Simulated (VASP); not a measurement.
Wanted: the native input for a VASP 6.6.1 run.

| Property | Result |
| --- | --- |
| Task | relaxation of cell and atoms |
| Functional | PBE |
| Potentials or basis | VASP PAW PBE potentials, release 64 (W_sv) |
| Cutoff | 600 eV |
| k mesh | 6 × 6 × 6 |
| Occupations | gaussian, width 0.1 eV |
| Spin | no spin polarisation |
| Dipole correction | no |
| Further INCAR settings | ALGO = Normal; EDIFF = 1e-06; IBRION = 2; EDIFFG = -0.04; NSW = 90; ISIF = 3 |

The structure of W lies in POSCAR:

```
W
1.0
    2.5551488903      0.0000000000      0.0000000000
    0.0000000000      2.5551488903      0.0000000000
    0.0000000000      0.0000000000      2.5551488903
W
1
Direct
    0.0000000000      0.0000000000      0.0000000000
```

The cell was built by a generator and needn't be a form met in nature.

The input as run:

INCAR

```
ALGO = Normal
EDIFF = 1E-6
EDIFFG = -0.04
ENCUT = 600
GGA = PE
IBRION = 2
ISIF = 3
ISMEAR = 0
LASPH = True
LCHARG = False
LREAL = False
LWAVE = False
NELM = 100
NSW = 90
PREC = Accurate
SIGMA = 0.1
```

KPOINTS

```
k-points
0
Gamma
  6 6 6
```

Potentials or basis: VASP PAW PBE potentials, release 64 (W_sv).

Command:

```sh
$ cat potpaw_PBE.64/W_sv/POTCAR > POTCAR
$ mpirun -np 1 vasp_std > vasp.out
```

It gave:

```
Relaxed volume                         : 18.25 Å³/atom
Relaxed cell                           : a = 2.633 Å, b = 2.633 Å, c = 2.633 Å, α = 90.00°, β = 90.00°, γ = 90.00°
Space group after relaxing (to 0.05 Å) : Pm-3m (No. 221)
Energy gained by relaxing              : 106.8 meV/atom
Ionic steps                            : 4
Pressure after relaxing                : -0.2 GPa
Band gap on the k mesh                 : none (metal or under the smearing width)
```

Caveat: the k mesh is coarse (spacing up to 0.41 Å⁻¹), so the values aren't converged.

It took 7.2 s on 1 thread of Intel(R) Xeon(R) Platinum 8488C (Sapphire Rapids) (shared host), peak memory 0.13 GiB.
